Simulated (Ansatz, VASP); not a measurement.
# Tc: VASP beside Ansatz

```xyz
1
Lattice="0.0000 1.9500 1.9500 1.9500 0.0000 1.9500 1.9500 1.9500 0.0000" Properties=species:S:1:pos:R:3 pbc="T T T"
Tc    0.0000    0.0000    0.0000
```

This isn't the form of Tc at room conditions, which is hcp.

Alike in both runs: task single point; functional LDA; k mesh 9 × 9 × 9; occupations fermi-dirac, width 0.1 eV; no spin polarisation.

|  | VASP | Ansatz |
| --- | --- | --- |
| version | VASP 6.6.1 | Ansatz 0.2.0 |
| potentials or method | VASP PAW LDA potentials, release 64 (Tc_pv) | plane waves, PAW |
| plane-wave cutoff (eV) | 520 | 500 |
| valence electrons in the cell | 13 | 15 |

VASP gave:

```
pressure (GPa) : -20.0
```

Q: What did Ansatz give for the same quantities?

A: Pressure (GPa): -20.1.

The two sets of potentials don't hold the same shells in valence.

Caveats: so large a pressure means that the cell lies far from this level's equilibrium, or that cutoff or potentials fall short (VASP).
